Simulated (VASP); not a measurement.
Runs of VASP 6.6.1 on CaSe. The structure is cubic, space group Fm-3m (No. 225). Conventional cell: a = 5.912 Å, b = 5.912 Å, c = 5.912 Å, α = 90.00°, β = 90.00°, γ = 90.00°. Se (site symmetry m-3m) is surrounded by 6 Ca at 2.96 Å. Ca (site symmetry m-3m) has 6 Se at 2.96 Å as nearest neighbours. 

```csv
level,potentials or basis,further INCAR settings,gap on the mesh (eV)
LDA,"VASP PAW LDA potentials, release 64 (Se, Ca_sv)",ALGO = Fast; EDIFF = 1e-07,1.86
r2SCAN,"VASP PAW PBE potentials, release 64 (Se, Ca_sv)",ALGO = Normal; EDIFF = 1e-07,(a)
PBEsol,"VASP PAW PBE potentials, release 64 (Se, Ca_sv)",ALGO = Fast; EDIFF = 1e-07,1.92
TB-mBJ,"VASP PAW PBE potentials, release 64 (Se, Ca_sv)",ALGO = Normal; EDIFF = 1e-07,2.86
```

Alike in all rows: task band structure; no spin polarisation; cell as given; k mesh 8 × 8 × 8; cutoff (eV) 520; smearing gaussian 0.02 eV.

Question: Estimate the missing entries.

Answer: (a) 2.49.

A k mesh can miss the band edges, and the runs leave out spin-orbit coupling on Se.
